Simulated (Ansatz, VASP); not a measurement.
**Two plane-wave programs on C**

```xyz
1
Lattice="1.6968 0.0000 0.0000 -0.8484 1.4695 0.0000 0.0000 0.0000 1.4747" Properties=species:S:1:pos:R:3 pbc="T T T"
C     0.0000    0.0000    0.0000
```

Change from the starting cell: volume scaled by 0.65, PAW files.

Alike in both runs: task single point; functional PBE; k mesh 24 × 24 × 22; occupations fermi-dirac, width 0.1 eV; no spin polarisation.

|  | VASP | Ansatz |
| --- | --- | --- |
| version | VASP 6.6.1 | Ansatz 0.2.0 |
| potentials or method | VASP PAW PBE potentials, release 64 (C) | PAW with Ansatz's default frozen-core files, scalar-relativistic |
| plane-wave cutoff (eV) | 520 | 420 |
| valence electrons in the cell | 4 | 4 |

```tsv
	VASP	Ansatz	Ansatz less VASP
pressure (GPa)	311.2	309.6	-1.58
largest component of the traceless stress (GPa)	1.08	0.01	-1.071
```

Caveats: the cell as given lies far from equilibrium; so large a pressure means that the cell lies far from this level's equilibrium, or that cutoff or potentials fall short (VASP).
